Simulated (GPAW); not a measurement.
# Li (Im-3m) in GPAW: reference runs

Aim: a first look at Li with PBE, on the cell as given.

Everything below comes from runs of GPAW 26.7.0. Logs are shortened: lines on timing, memory, paths and dates and some standing lists are left out, and cuts for length are marked. The log counts tension as positive stress, the text compression.

### 1 Starting point

It takes space group Im-3m (No. 229, cubic). The conventional cell has a = 3.509 Å, b = 3.509 Å, c = 3.509 Å, α = 90.00°, β = 90.00°, γ = 90.00°. Li (site symmetry m-3m) has 8 Li at 3.04 Å as nearest neighbours.

### 2 Single point, PBE

The input, run.py:

```python
from ase import Atoms
from ase.dft.bandgap import bandgap
from ase.io import write
from ase.units import Bohr, GPa
from gpaw import GPAW, PW
from gpaw.elf import elf_from_dft_calculation

atoms = Atoms(['Li'],
              cell=[[-1.75465, 1.75465, 1.75465],
                    [1.75465, -1.75465, 1.75465],
                    [1.75465, 1.75465, -1.75465]],
              scaled_positions=[[0.0, 0.0, 0.0]],
              pbc=True)

calc = GPAW(mode=PW(800),
            xc='PBE',
            kpts={'size': (11, 11, 11), 'gamma': True},
            occupations={'name': 'fermi-dirac', 'width': 0.05},
            nbands=6,
            convergence={'density': 1e-05, 'energy': 1e-05},
            maxiter=150,
            txt='gpaw.txt')
atoms.calc = calc
energy = atoms.get_potential_energy()
forces = atoms.get_forces()
stress = atoms.get_stress()
calc.write('gs.gpw')
write('result.traj', atoms)
print(f'Energy: {energy:.6f} eV')
print('Forces (eV/A):')
print(forces.round(4))
print('Stress (GPa):', (stress / GPa).round(3))
print('Fermi level:', round(calc.get_fermi_level(), 4), 'eV')
print(f'Gap: {bandgap(calc)[0]:.4f} eV, direct: {bandgap(calc, direct=True)[0]:.4f} eV')

# fields on the real-space grid
write('density.cube', atoms, data=calc.get_pseudo_density() * Bohr**3)
write('potential.cube', atoms, data=calc.get_electrostatic_potential())
write('elf.cube', atoms, data=elf_from_dft_calculation(calc).data)
```

Potentials or basis: GPAW PAW data sets (gpaw-data 1.2.1), pw.

Started as:

```
$ OMP_NUM_THREADS=1 python run.py
```

gpaw.txt:

```text
__  _  _
 | _ |_)|_||  |
 |__||  | ||/\| - 26.7.0

Input parameters:
  mode=PW(ecut=800.0),
  convergence={'density': 1e-05, 'energy': 1e-05},
  kpts=MonkhorstPack(size=(11, 11, 11), gamma=True),
  maxiter=150,
  nbands=6,
  occupations=Occupations(name='fermi-dirac', width=0.05),
  xc=XC(name='PBE')

Diagonalizing LCAO Hamiltonian
Converting LCAO to pw mode

       Li

Atoms  # Å, Bohr magnetons
|   | symbol |        x |        y |        z |    initial magnetic moments |
|---|--------|----------|----------|----------|-----------------------------|
| 0 |     Li | 0.000000 | 0.000000 | 0.000000 | ( 0.0000,  0.0000,  0.0000) |

Unit cell  # Å
| periodic |         x |         y |         z |  lengths |     angles |
|----------|-----------|-----------|-----------|----------|------------|
|      yes | -1.754650 |  1.754650 |  1.754650 | 3.039143 | 109.471221 |
|      yes |  1.754650 | -1.754650 |  1.754650 | 3.039143 | 109.471221 |
|      yes |  1.754650 |  1.754650 | -1.754650 | 3.039143 | 109.471221 |

Number of symmetries: 48
Symmetry operations  # r_c * U_cc + t_c -> r_c
|    | kind |            matrix            |
|----|------|------------------------------|
|  0 |  σ   |  1, 1, 1,  0, 0,-1,  0,-1, 0 |
|  1 |  C4  |  1, 1, 1,  0, 0,-1, -1, 0, 0 |
|  2 |  C2  |  1, 1, 1,  0,-1, 0,  0, 0,-1 |
|  3 |  S6  |  1, 1, 1,  0,-1, 0, -1, 0, 0 |
|  4 |  S6  |  1, 1, 1, -1, 0, 0,  0, 0,-1 |
|  5 |  C4  |  1, 1, 1, -1, 0, 0,  0,-1, 0 |
|  6 |  E   |  1, 0, 0,  0, 1, 0,  0, 0, 1 |
|  7 |  σ   |  1, 0, 0,  0, 1, 0, -1,-1,-1 |
|  8 |  σ   |  1, 0, 0,  0, 0, 1,  0, 1, 0 |
|  9 |  C3  |  1, 0, 0,  0, 0, 1, -1,-1,-1 |
| 10 |  C3  |  1, 0, 0, -1,-1,-1,  0, 1, 0 |
| 11 |  σ   |  1, 0, 0, -1,-1,-1,  0, 0, 1 |
| 12 |  σ   |  0, 1, 0,  1, 0, 0,  0, 0, 1 |
| 13 |  C2  |  0, 1, 0,  1, 0, 0, -1,-1,-1 |
| 14 |  C3  |  0, 1, 0,  0, 0, 1,  1, 0, 0 |
| 15 |  S4  |  0, 1, 0,  0, 0, 1, -1,-1,-1 |
| 16 |  S4  |  0, 1, 0, -1,-1,-1,  1, 0, 0 |
| 17 |  C3  |  0, 1, 0, -1,-1,-1,  0, 0, 1 |
| 18 |  C3  |  0, 0, 1,  1, 0, 0,  0, 1, 0 |
| 19 |  S4  |  0, 0, 1,  1, 0, 0, -1,-1,-1 |
| 20 |  σ   |  0, 0, 1,  0, 1, 0,  1, 0, 0 |
| 21 |  C3  |  0, 0, 1,  0, 1, 0, -1,-1,-1 |
| 22 |  C2  |  0, 0, 1, -1,-1,-1,  1, 0, 0 |
| 23 |  S4  |  0, 0, 1, -1,-1,-1,  0, 1, 0 |
| 24 |  C4  |  0, 0,-1,  1, 1, 1,  0,-1, 0 |
| 25 |  σ   |  0, 0,-1,  1, 1, 1, -1, 0, 0 |
| 26 |  S6  |  0, 0,-1,  0,-1, 0,  1, 1, 1 |
| 27 |  C2  |  0, 0,-1,  0,-1, 0, -1, 0, 0 |
| 28 |  C4  |  0, 0,-1, -1, 0, 0,  1, 1, 1 |
| 29 |  S6  |  0, 0,-1, -1, 0, 0,  0,-1, 0 |
| 30 |  S6  |  0,-1, 0,  1, 1, 1,  0, 0,-1 |
| 31 |  C4  |  0,-1, 0,  1, 1, 1, -1, 0, 0 |
| 32 |  C4  |  0,-1, 0,  0, 0,-1,  1, 1, 1 |
| 33 |  S6  |  0,-1, 0,  0, 0,-1, -1, 0, 0 |
| 34 |  σ   |  0,-1, 0, -1, 0, 0,  1, 1, 1 |
| 35 |  C2  |  0,-1, 0, -1, 0, 0,  0, 0,-1 |
| 36 |  C2  | -1, 0, 0,  1, 1, 1,  0, 0,-1 |
| 37 |  S6  | -1, 0, 0,  1, 1, 1,  0,-1, 0 |
| 38 |  S6  | -1, 0, 0,  0, 0,-1,  1, 1, 1 |
| 39 |  C2  | -1, 0, 0,  0, 0,-1,  0,-1, 0 |
| 40 |  C2  | -1, 0, 0,  0,-1, 0,  1, 1, 1 |
| 41 |  i   | -1, 0, 0,  0,-1, 0,  0, 0,-1 |
| 42 |  S4  | -1,-1,-1,  1, 0, 0,  0, 1, 0 |
| 43 |  C3  | -1,-1,-1,  1, 0, 0,  0, 0, 1 |
| 44 |  C3  | -1,-1,-1,  0, 1, 0,  1, 0, 0 |
| 45 |  σ   | -1,-1,-1,  0, 1, 0,  0, 0, 1 |
| 46 |  S4  | -1,-1,-1,  0, 0, 1,  1, 0, 0 |
| 47 |  C2  | -1,-1,-1,  0, 0, 1,  0, 1, 0 |

BZ-sampling:
  Number of BZ points: 1331
  Number of IBZ points: 56

  Monkhorst-Pack size: [11, 11, 11]
  Monkhorst-Pack shift: [0, 0, 0]

K-points  # in reciprocal-cell coordinates
|     |                                coordinates |     weight |
|-----|--------------------------------------------|------------|
|   0 | (  0.00000000,   0.00000000,   0.00000000) | 0.00075131 |
|   1 | (  0.09090909,   0.00000000,   0.00000000) | 0.00901578 |
|   2 | (  0.09090909,   0.09090909,  -0.09090909) | 0.00450789 |
|   3 | (  0.18181818,   0.00000000,  -0.09090909) | 0.01803156 |
|   4 | (  0.18181818,   0.00000000,   0.00000000) | 0.00901578 |
|   5 | (  0.18181818,   0.09090909,  -0.09090909) | 0.01803156 |
|   6 | (  0.18181818,   0.18181818,  -0.18181818) | 0.00450789 |
|   7 | (  0.27272727,  -0.09090909,  -0.09090909) | 0.00601052 |
|   8 | (  0.27272727,   0.00000000,  -0.09090909) | 0.03606311 |
|   9 | (  0.27272727,   0.00000000,   0.00000000) | 0.00901578 |
| ... |                                            |            |
|  55 | (  0.45454545,   0.45454545,   0.45454545) | 0.00601052 |

Plane wave coefficients: 1132
Cutoff: 800.0 eV

Spin-components: 1 (collinear spins)
Bands:           6
Projectors:      3
Spin-degeneracy: 2
Datatype:        complex128

Density:
  Valence electrons: 1.0
  Components: 1
  Grid points: [20 20 20]
  Charge: 0.0  # |e|

Potential:
  Grid points: [20 20 20]

species:
  Li:
    name:    Lithium
    Z:       3.0
    valence: 1
    core:    2
    charge:  0.0  # [|e|]
    compensation charges:
      type: gauss
      rc: 0.33  # [Å]
      lmax: 2
    cutoffs:
      filter: 1.91  # [Å]
      core: 2.55  # [Å]
    projectors
    | kind |    occ | energy [eV] | rcut [Å] |
    |------|--------|-------------|----------|
    |   2s |  1.000 |      -2.874 |    1.058 |
    |   2p |  0.000 |      -1.090 |    1.058 |
    |    s |        |      24.337 |    1.058 |

    Using partial waves for Li as LCAO basis

Reference energy: -202.787820  # eV

eigensolver:
  PPCG
  Converge bands: occupied
  niter=2

density mixing:
  MSR1-Mixer
  Pratt-step length: 0.05
  Maximum mixing coefficient: 0.75
  Old densities: 10
  SVD Regularization: 0.005
  Good broyden scale: 1.0
  Trust region scale: 1.0
  Backstep threshold: 4.0
  History deletion threshold: 6.0
  Fourier metric: weight=20.0, sigma=0.015

occupation numbers:
  Fermi-Dirac:
    width: 0.0500  # eV

poisson solver:
  ecut: 6400.0  # eV

xc functional:
[... 9 lines left out ...]
|iter     | |      energy | eigst |  dens |
|---------|-|-------------|-------|-------|
|iter:   1| |   -1.911911 | -0.20 |       |
|iter:   2| |   -1.910520 | -3.16 | -1.29 |
|iter:   3| |   -1.901189 | -3.85 | -1.31 |
|iter:   4| |   -1.900875 | -3.71 | -1.77 |
|iter:   5| |   -1.900885 | -5.21 | -2.50 |
|iter:   6| |   -1.900885 | -7.90c| -3.09 |
|iter:   7| |   -1.900885c| -8.75c| -4.61 |
|iter:   8| |   -1.900885c| -9.12c| -5.39c|

Converged in 8 steps
Energy contributions relative to reference atoms: (reference = -202.787820)

Energy contributions:
  Kinetic:           1.531684
  Coulomb:          -1.380077
  Zero:             -0.007033
  External:          0.000000
  Xc:               -2.043608
  Entropy:          -0.003702
  Spinorbit:         0.000000
  ----------------------------
  Free energy:      -1.902736
  Extrapolated:     -1.900885

dipole moment: (-1.009890, -1.009890, -1.009890)  # |e|*Ang

Fermi level: 0.203
Eigenvalues  # (at kpt = [0.000, 0.000, 0.000])
| band index |      eig [eV] | occ [0-2] |
|------------|---------------|-----------|
|          0 |        -3.302 |     2.000 |
|          1 |        14.244 |     0.000 |
|          2 |        14.244 |     0.000 |
|          3 |        14.244 |     0.000 |
|          4 |        18.953 |     0.000 |
|          5 |        18.955 |     0.000 |

No gap
No difference between direct/indirect transitions

Forces  # eV/Ang
|       x |       y |       z |
|---------|---------|---------|
| 0.00000 | 0.00000 | 0.00000 |  # Li   0

Stress tensor  # eV/Ang^3
|         x |         y |        z |
|-----------|-----------|----------|
|  0.005001 | -0.000000 | 0.000000 |
| -0.000000 |  0.005001 | 0.000000 |
|  0.000000 |  0.000000 | 0.005001 |

# Writing to gs.gpw (mode='')
```

Wall time 3.4 s (1 thread of Intel Xeon 6975P-C (Granite Rapids), shared host); peak memory 0.14 GiB.

What came out:

| Property | Result |
| --- | --- |
| Free energy | -1.9027 eV |
| Pressure | -0.8 GPa |
| Band gap on the k mesh | none (metal or under the smearing width) |
